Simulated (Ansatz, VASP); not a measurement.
**Two plane-wave programs on SnO2**

Contents of INCAR:

```
PREC = Accurate
ENCUT = 520
EDIFF = 1E-7
ISMEAR = 0
SIGMA = 0.05
LREAL = F
LASPH = T
NELM = 60
ALGO = Normal
ISIF = 2
LWAVE = F
LCHARG = F
GGA = PS
NBANDS = 20
```

The input KPOINTS:

```
Automatic mesh
0
Gamma
  12 12 12
```

Contents of POSCAR:

```
SnO2
1.0
    1.5613801911      0.9014632736      4.2894384516
   -1.5613801911      0.9014632736      4.2894384516
    0.0000000000     -1.8029265473      4.2894384516
Sn O
1 2
Direct
    0.5000000000      0.5000000000      0.5000000000
    0.2350891156      0.2350891156      0.2350891156
    0.7649108844      0.7649108844      0.7649108844
```

Input for Ansatz:

```yaml
crystal:
  lattice:
    - [1.5613801911, 0.9014632736, 4.2894384516]
    - [-1.5613801911, 0.9014632736, 4.2894384516]
    - [0.0, -1.8029265473, 4.2894384516]
  atoms:
    - { symbol: Sn, position: [0.5, 0.5, 0.5] }
    - { symbol: O, position: [0.2350891156, 0.2350891156, 0.2350891156] }
    - { symbol: O, position: [0.7649108844, 0.7649108844, 0.7649108844] }
basis:
  ecutwfc: 520.0
kpoints:
  mp_grid: { grid: [12, 12, 12] }
hamiltonian:
  xc: pbesol
  pseudopotentials: { kind: paw, azcp: { folder: soft_1 } }
scf:
  occupations: { method: gaussian, width: 0.05 }
output:
  forces: true
  stress: true
  eigenvalues: true
```

Alike in both runs: task single point; functional PBEsol; k mesh 12 × 12 × 12; occupations gaussian, width 0.05 eV; no spin polarisation.

|  | VASP | Ansatz |
| --- | --- | --- |
| version | VASP 6.6.1 | Ansatz 0.2.0 |
| potentials or method | VASP PAW PBE potentials, release 64 (Sn_d, O) | scalar-relativistic, plane waves, PAW |
| plane-wave cutoff (eV) | 520 | 520 |
| valence electrons in the cell | 26 | 26 |

|  | VASP | Ansatz | Ansatz less VASP |
| --- | --- | --- | --- |
| gap on the k mesh at the Fermi level (eV) | 2.75 | 2.76 | +0.009 |
| least direct gap on the mesh (eV) | 3.12 | 3.11 | -0.002 |
| rms of the force components (eV/Å) | 1.232 | 1.191 | -0.0414 |

Atom by atom the forces differ by 0.041 eV/Å (rms over components). Ansatz warned: «pseudo_functional_mismatch».

Caveats: the PAW data sets were made with another functional, which shifts forces and pressure a little (VASP); spin-orbit coupling is left out, which moves the levels of the heavy elements. A k mesh can miss the band edges.
